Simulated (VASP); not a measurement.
# Si: restarted molecular dynamics, 2 variants

Si, P6_3/mmc (no. 194), 8 atoms in the cell. PBE, molecular dynamics; PAW potentials Si (PBE set).

| Restart from | Temperature at the end (K) | The same without a restart (K) | Potential energy at the end (eV/atom) | The same without a restart (eV/atom) | Electronic steps in the first step after the restart | Time (s) |
|---|---|---|---|---|---|---|
| CONTCAR with velocities, WAVECAR read | 556.0 | 556.0 | -5.12237 | -5.12237 | 4 | 63 |
| CONTCAR with velocities, no WAVECAR | 556.0 | 556.0 | -5.12237 | -5.12237 | 14 | 63 |

Limits: 120 fs of 8 atoms are too short for converged averages; the cell is only 3.8 Å across, so each atom moves in step with near copies of itself.

## Input of the first row

INCAR.step1:
```
SYSTEM = Si
GGA = PE
PREC = Normal
ENCUT = 250
EDIFF = 1E-6
NELMIN = 4
NELM = 60
ALGO = Normal
LREAL = Auto
LASPH = .True.
ISMEAR = 0
SIGMA = 0.05
ISYM = 0
LWAVE = .True.
LCHARG = .False.
IBRION = 0
NSW = 30
POTIM = 2.0
TEBEG = 600
ISIF = 2
RANDOM_SEED = 897401 0 0
MDALGO = 2
SMASS = 0
KPAR = 2
```

INCAR.step2, as INCAR.step1 but for:
```
- LWAVE = .True.
+ LWAVE = .False.
```

KPOINTS:
```
k-points
0
Gamma
  3 2 2
```

POSCAR.step1:
```
Si
1.0
    3.8313174605      0.0000000000      0.0000000000
    0.0000000000      6.6360365016      0.0000000000
    0.0000000000      0.0000000000      6.3326220002
Si
8
Direct
    0.5000000000      0.1666666666      0.9369905000
    0.0000000001      0.6666666666      0.9369905000
    0.0000000000      0.3333333334      0.4369905000
    0.5000000000      0.8333333334      0.4369905000
    0.5000000000      0.1666666666      0.5630095000
    0.0000000001      0.6666666666      0.5630095000
    0.0000000000      0.3333333334      0.0630095000
    0.5000000000      0.8333333334      0.0630095000
```

Commands (each step's output is kept before the next begins):
```
cat potpaw_PBE.64/Si/POTCAR > POTCAR
cp INCAR.step1 INCAR
cp POSCAR.step1 POSCAR
mpirun -np 2 vasp_std > vasp.out
cp CONTCAR POSCAR
cp INCAR.step2 INCAR
mpirun -np 2 vasp_std > vasp.out
```

Changes of the last row against the first:
```
(step 1)
- LWAVE = True
+ LWAVE = False
```

VASP 6.6.1 took 63 s on 2 cores (Intel Xeon Platinum 8488C (Sapphire Rapids)), a shared host.
